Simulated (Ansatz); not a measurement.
Computed with Ansatz 0.2.0, DFT PBE, scalar-relativistic, plane waves, PAW. All cells share a 420 eV cutoff and Γ-centred k meshes spaced at most about 0.3 Å⁻¹ (about 0.25 or finer for metals, 2π included). No spin polarisation.

Temperature and zero-point effects are left out.

**Question.** Order these relaxed structures of Mg5O by energy, lowest first, with the energy over the lowest of them.
A.

Space group P-3m1 (No. 164). a = 3.126 Å, b = 3.126 Å, c = 25.874 Å, α = 90.00°, β = 90.00°, γ = 120.00°
```json
{"atom": "Mg", "site": "1a", "symmetry": "-3m.", "x": "0.0000", "y": "0.0000", "z": "0.0000"}
{"atom": "Mg", "site": "2d", "symmetry": "3m.", "x": "0.6667", "y": "0.3333", "z": "0.9049"}
{"atom": "Mg", "site": "2d", "symmetry": "3m.", "x": "0.3333", "y": "0.6667", "z": "0.8044"}
{"atom": "Mg", "site": "2c", "symmetry": "3m.", "x": "0.0000", "y": "0.0000", "z": "0.7028"}
{"atom": "Mg", "site": "1b", "symmetry": "-3m.", "x": "0.0000", "y": "0.0000", "z": "0.5000"}
{"atom": "Mg", "site": "2d", "symmetry": "3m.", "x": "0.6667", "y": "0.3333", "z": "0.6017"}
{"atom": "O", "site": "2d", "symmetry": "3m.", "x": "0.6667", "y": "0.3333", "z": "0.0469"}
```

B.

Space group P6_3/mmc (No. 194). a = 3.148 Å, b = 3.148 Å, c = 25.587 Å, α = 90.00°, β = 90.00°, γ = 120.00°
```json
{"atom": "Mg", "site": "4f", "symmetry": "3m.", "x": "0.3333", "y": "0.6667", "z": "0.4518"}
{"atom": "Mg", "site": "4f", "symmetry": "3m.", "x": "0.3333", "y": "0.6667", "z": "0.6493"}
{"atom": "Mg", "site": "2c", "symmetry": "-6m2", "x": "0.6667", "y": "0.3333", "z": "0.7500"}
{"atom": "O", "site": "2a", "symmetry": "-3m.", "x": "0.0000", "y": "0.0000", "z": "0.5000"}
```

C.

Space group P-62m (No. 189). a = 7.119 Å, b = 7.119 Å, c = 2.911 Å, α = 90.00°, β = 90.00°, γ = 120.00°
```
atom  site  symmetry       x       y       z
  Mg    3f       m2m  0.0000  0.2347  0.0000
  Mg    2d      -6.. 0.6667  0.3333  0.5000
   O    1b      -62m  0.0000  0.0000  0.5000
```

**Answer.** A (0 meV/atom), B (44 meV/atom), C (308 meV/atom). Counting Mg atoms around O (those within 1.25 times the shortest such distance or 1.15 times the sum of covalent radii): A has O 6; B has O 6; C has O 6. All come from invented guesses.

Cells relaxed within their symmetry can be saddle points. Some candidate types were left out of the draw beforehand, so a known form may be missing.
